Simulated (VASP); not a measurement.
**Input and output of a VASP PBE single-point calculation on PtSe2 (strained 1T (CdI2) bulk)**

INCAR

```
PREC = Accurate
SIGMA = 0.02
NBANDS = 18
IBRION = -1
ISMEAR = -1
LREAL = .FALSE.
NSW = 0
LCHARG = .TRUE.
EDIFF = 1E-7
ENCUT = 520
LASPH = .TRUE.
ISIF = 2
LELF = .TRUE.
NELM = 120
GGA = PE
LWAVE = .FALSE.
```

KPOINTS

```
KPOINTS created by Atomic Simulation Environment
0
Gamma
12 12 6
0 0 0
```

KPOINTS_OPT

```
special points
9
Reciprocal
0.0000000000 0.0000000000 0.0000000000 1
0.5000000000 0.0000000000 0.0000000000 1
0.3333333333 0.3333333333 0.0000000000 1
0.0000000000 0.0000000000 0.5000000000 1
0.5000000000 0.0000000000 0.5000000000 1
0.3333333333 0.3333333333 0.5000000000 1
0.0000000000 0.2500000000 0.3333333333 1
-0.0468750000 0.0000000000 0.0052080000 1
0.0000000000 0.2682290000 0.3190100000 1
```

POSCAR

```
Pt Se
 1.0000000000000000
     3.6167908577826151    0.0000000000000000    0.0000000000000000
    -1.8083954288913076    3.1322327630150557    0.0000000000000000
     0.0000000000000000    0.0000000000000000    5.6944067771000002
 Pt  Se
   1   2
Cartesian
  0.0000000000000000 -0.0000000000000000  0.0000000000000000
 -0.0000000000000000  2.0881551753433705  1.3621741625934929
  1.8083954288913069  1.0440775876716852  4.3322326145065082
```

VASP ran with the recommended PBE PAW datasets (22 valence electrons in the cell).

Command

```
mpirun -np 1 vasp_std
```

OSZICAR

```
N       E                     dE             d eps       ncg     rms          rms(c)
DAV:   1     0.111421066588E+03    0.11142E+03   -0.99352E+03  3624   0.107E+03
DAV:   2    -0.960704526363E+01   -0.12103E+03   -0.11654E+03  4410   0.209E+02
DAV:   3    -0.149358963432E+02   -0.53289E+01   -0.52944E+01  4390   0.440E+01
DAV:   4    -0.149782933304E+02   -0.42397E-01   -0.42381E-01  4572   0.427E+00
DAV:   5    -0.149787826639E+02   -0.48933E-03   -0.48932E-03  4328   0.441E-01    0.134E+01
DAV:   6    -0.143447941080E+02    0.63399E+00   -0.36404E+00  3720   0.186E+01    0.749E+00
DAV:   7    -0.141764562324E+02    0.16834E+00   -0.72452E-01  3676   0.863E+00    0.393E+00
DAV:   8    -0.141576671546E+02    0.18789E-01   -0.43972E-02  4096   0.166E+00    0.759E-01
DAV:   9    -0.141557863693E+02    0.18808E-02   -0.72673E-03  4008   0.842E-01    0.165E-01
DAV:  10    -0.141560296060E+02   -0.24324E-03   -0.12967E-03  4258   0.246E-01    0.551E-02
DAV:  11    -0.141560244615E+02    0.51445E-05   -0.71416E-05  4484   0.678E-02    0.329E-02
DAV:  12    -0.141560311194E+02   -0.66578E-05   -0.13794E-05  3926   0.248E-02    0.546E-03
DAV:  13    -0.141560318722E+02   -0.75279E-06   -0.19111E-06  4644   0.970E-03    0.166E-03
DAV:  14    -0.141560320863E+02   -0.21411E-06   -0.23891E-07  3890   0.311E-03    0.970E-04
DAV:  15    -0.141560321701E+02   -0.83795E-07   -0.12385E-08  2932   0.881E-04
   1 F= -.14156032E+02 E0= -.14156031E+02  d E =-.242243E-05
       N       E                     dE             ncg
DAV:   1     0.497870135794E+04   -0.35220E+04      324
DAV:   2     0.386759897173E+04   -0.11111E+04      406
DAV:   3     0.382122473231E+04   -0.46374E+02      392
DAV:   4     0.382083750780E+04   -0.38722E+00      380
DAV:   5     0.382083117342E+04   -0.63344E-02      418
DAV:   6     0.382083103377E+04   -0.13964E-03      378
DAV:   7     0.382083102951E+04   -0.42648E-05      418
DAV:   8     0.382083102937E+04   -0.13820E-06      356
DAV:   9     0.382083102937E+04   -0.43474E-08      264
```

From OUTCAR

```
k-points           NKPTS =    100   k-points in BZ     NKDIM =    100   number of bands    NBANDS=     18

   NELECT =      22.0000    total number of electrons

   dimension x,y,z NGX =    28 NGY =   28 NGZ =   42
   dimension x,y,z NGXF=    56 NGYF=   56 NGZF=   84

  energy-cutoff  :      520.00
  volume of cell :       64.51
      direct lattice vectors                 reciprocal lattice vectors
     3.616790858  0.000000000  0.000000000     0.276488202  0.159630538  0.000000000
    -1.808395429  3.132232763  0.000000000     0.000000000  0.319261075  0.000000000
     0.000000000  0.000000000  5.694406777     0.000000000  0.000000000  0.175610918

 k-points in reciprocal lattice and weights: KPOINTS created by Atomic Simulation Env
   0.00000000  0.00000000  0.00000000       0.001
   0.08333333  0.00000000  0.00000000       0.007
   0.16666667  0.00000000  0.00000000       0.007
   0.25000000  0.00000000  0.00000000       0.007
   0.33333333  0.00000000  0.00000000       0.007
   0.41666667 -0.00000000  0.00000000       0.007
   0.50000000  0.00000000  0.00000000       0.003
   0.08333333  0.08333333  0.00000000       0.007
   ...

 E-fermi :   5.6831

 k-point     1 :       0.0000    0.0000    0.0000
  band No.  band energies     occupation
      1      -9.5808      2.00000
      2      -7.4414      2.00000
      3      -1.2240      2.00000
      4      -0.3308      2.00000
      5      -0.3308      2.00000
      6       1.8483      2.00000
      7       1.8483      2.00000
      8       3.0250      2.00000
      9       5.0408      2.00000
     10       5.0408      2.00000
     11       5.5323      1.99894
     12       7.7020      0.00000
     13       7.7020      0.00000
     14      10.0397      0.00000
     15      10.1916      0.00000
     16      13.5906      0.00000
     17      13.5906      0.00000
     18      17.0607      0.00000

 k-point     2 :       0.0833    0.0000    0.0000
  band No.  band energies     occupation
      1      -9.4984      2.00000
      2      -7.4484      2.00000
      3      -1.1272      2.00000
      4      -0.3287      2.00000
      5      -0.2849      2.00000
      6       1.7411      2.00000
      7       1.7959      2.00000
      8       2.9137      2.00000
      9       4.7423      2.00000
     10       5.0174      2.00000
     11       5.5213      1.99939
     12       7.3023      0.00000
     13       7.6381      0.00000
     14      10.5177      0.00000
     15      10.7697      0.00000
     16      13.2831      0.00000
     17      13.8836      0.00000
     18      16.4165      0.00000

 k-point     3 :       0.1667    0.0000    0.0000
  band No.  band energies     occupation
      1      -9.2604      2.00000
      2      -7.4694      2.00000
      3      -0.8544      2.00000
      4      -0.2942      2.00000
      5      -0.1660      2.00000
      6       1.3375      2.00000
      7       1.6921      2.00000
      8       2.6217      2.00000
      9       4.2784      2.00000
     10       4.8716      2.00000
     11       5.1922      2.00000
     12       6.9381      0.00000
     13       7.5607      0.00000
     14      11.3671      0.00000
     15      11.5486      0.00000
     16      13.1179      0.00000
     17      14.5589      0.00000
     18      14.9309      0.00000

 k-point     4 :       0.2500    0.0000    0.0000
  band No.  band energies     occupation
      1      -8.8974      2.00000
      2      -7.5037      2.00000
      3      -0.5389      2.00000
      4      -0.1055      2.00000
      5      -0.0328      2.00000
      6       0.6013      2.00000
      7       1.6619      2.00000
      8       2.3751      2.00000
      9       3.9016      2.00000
     10       4.4650      2.00000
     11       4.5126      2.00000
     12       6.9981      0.00000
     13       7.6104      0.00000
     14      10.8898      0.00000
     15      12.3079      0.00000
     16      13.4716      0.00000
     17      14.4232      0.00000
     18      14.7388      0.00000

 k-point     5 :       0.3333    0.0000    0.0000
  band No.  band energies     occupation
      1      -8.4694      2.00000
      2      -7.5512      2.00000
      3      -0.6963      2.00000
      4       0.0422      2.00000
      5       0.1395      2.00000
      6       0.4103      2.00000
      7       1.8235      2.00000
      8       2.2454      2.00000
      9       3.2760      2.00000
     10       3.9232      2.00000
     11       3.9859      2.00000
     12       6.9928      0.00000
     13       7.7516      0.00000
     14      10.4463      0.00000
     15      12.0006      0.00000
     16      13.1929      0.00000
     17      14.2436      0.00000
     18      15.3963      0.00000

 k-point     6 :       0.4167   -0.0000    0.0000
  band No.  band energies     occupation
      1      -8.0740      2.00000
      2      -7.6197      2.00000
      3      -1.2737      2.00000
      4       0.0522      2.00000
      5       0.3159      2.00000
      6       0.9779      2.00000
      7       2.1882      2.00000
      8       2.2116      2.00000
      9       2.6802      2.00000
     10       3.3983      2.00000
     11       3.4087      2.00000
     12       6.8435      0.00000
     13       7.8804      0.00000
     14      10.3824      0.00000
     15      11.5095      0.00000
     16      12.9640      0.00000
     17      13.8278      0.00000
     18      16.2240      0.00000

 k-point     7 :       0.5000    0.0000    0.0000
  band No.  band energies     occupation
      1      -7.8600      2.00000
      2      -7.6997      2.00000
      3      -1.5244      2.00000
      4       0.0471      2.00000
      5       0.4881      2.00000
      6       1.1618      2.00000
      7       2.3750      2.00000
      8       2.4652      2.00000
      9       2.5426      2.00000
     10       2.9726      2.00000
     11       2.9875      2.00000
     12       6.7692      0.00000
     13       7.9301      0.00000
     14      10.4189      0.00000
     15      11.3153      0.00000
     16      12.8883      0.00000
     17      13.6778      0.00000
     18      16.1704      0.00000

 k-point     8 :       0.0833    0.0833    0.0000
  band No.  band energies     occupation
      1      -9.3381      2.00000
      2      -7.4624      2.00000
      3      -0.9397      2.00000
      4      -0.3140      2.00000
      5      -0.2033      2.00000
      6       1.5838      2.00000
      7       1.6185      2.00000
      8       2.7078      2.00000
      9       4.3988      2.00000
     10       4.8248      2.00000
     11       5.4527      1.99998
     12       7.1238      0.00000
     13       7.3652      0.00000
     14      11.2624      0.00000
     15      11.5151      0.00000
     16      12.8441      0.00000
     17      14.4100      0.00000
     18      15.3685      0.00000

 k-point     9 :       0.1667    0.0833    0.0000
  band No.  band energies     occupation
      1      -9.0368      2.00000
      2      -7.4896      2.00000
      3      -0.6049      2.00000
      4      -0.2410      2.00000
      5      -0.0919      2.00000
      6       1.0475      2.00000
      7       1.4736      2.00000
      8       2.4673      2.00000
      9       4.0571      2.00000
     10       4.2930      2.00000
     11       5.2284      2.00000
     12       6.9291      0.00000
     13       7.3503      0.00000
     14      11.5101      0.00000
     15      12.3319      0.00000
     16      13.0397      0.00000
     17      14.2628      0.00000
     18      14.7805      0.00000

 k-point    10 :       0.2500    0.0833    0.0000
  band No.  band energies     occupation
      1      -8.6387      2.00000
      2      -7.5286      2.00000
      3      -0.4317      2.00000
      4      -0.1081      2.00000
      5       0.1067      2.00000
      6       0.4232      2.00000
      7       1.4884      2.00000
      8       2.3662      2.00000
      9       3.5139      2.00000
     10       3.8126      2.00000
     11       4.7470      2.00000
     12       6.8159      0.00000
     13       7.5389      0.00000
     14      10.8321      0.00000
     15      12.6799      0.00000
     16      13.1570      0.00000
     17      14.1604      0.00000
     18      14.8424      0.00000

 k-point    11 :       0.3333    0.0833    0.0000
  band No.  band energies     occupation
      1      -8.2221      2.00000
      2      -7.5815      2.00000
      3      -0.9393      2.00000
      4      -0.0725      2.00000
      5       0.3442      2.00000
      6       0.6950      2.00000
      7       1.6439      2.00000
      8       2.4205      2.00000
      9       2.8439      2.00000
     10       3.3453      2.00000
     11       4.2165      2.00000
     12       6.7762      0.00000
     13       7.5545      0.00000
     14      10.4763      0.00000
     15      12.2337      0.00000
     16      12.8310      0.00000
     17      14.2549      0.00000
     18      15.6910      0.00000

 ...

  Total        3.6123483      3.6123483      1.2002544      0.0000000      0.0000000      0.0000000
  in kB       89.7169074     89.7169074     29.8097259      0.0000000      0.0000000      0.0000000
  external PRESSURE =      69.7478469 kB  Pullay stress =       0.0000000 kB

 POSITION                                       TOTAL-FORCE (eV/Angst)
 -----------------------------------------------------------------------------------
      0.00000      0.00000      0.00000        -0.000000      0.000000     -0.000000
      0.00000      2.08816      1.36217        -0.000000      0.000000      0.186563
      1.80840      1.04408      4.33223         0.000000     -0.000000     -0.186563
 -----------------------------------------------------------------------------------
    total drift:                               -0.000000      0.000000     -0.000000

  FREE ENERGIE OF THE ION-ELECTRON SYSTEM (eV)
  ---------------------------------------------------
  free  energy   TOTEN  =       -14.1560321701 eV

  energy  without entropy=      -14.1560297476  energy(sigma->0) =      -14.15603096
```

The gap between bands v and c is 0.26 eV and the least direct gap is 0.61 eV. The pressure is 7.0 GPa. The largest force is 0.19 eV/Å.

Band v is the last that the valence electrons fill when counted band by band, and c is the next.

The run took about 80 s on one core of a shared host (Intel Xeon Platinum 8488C) and held 0.31 GiB at most.
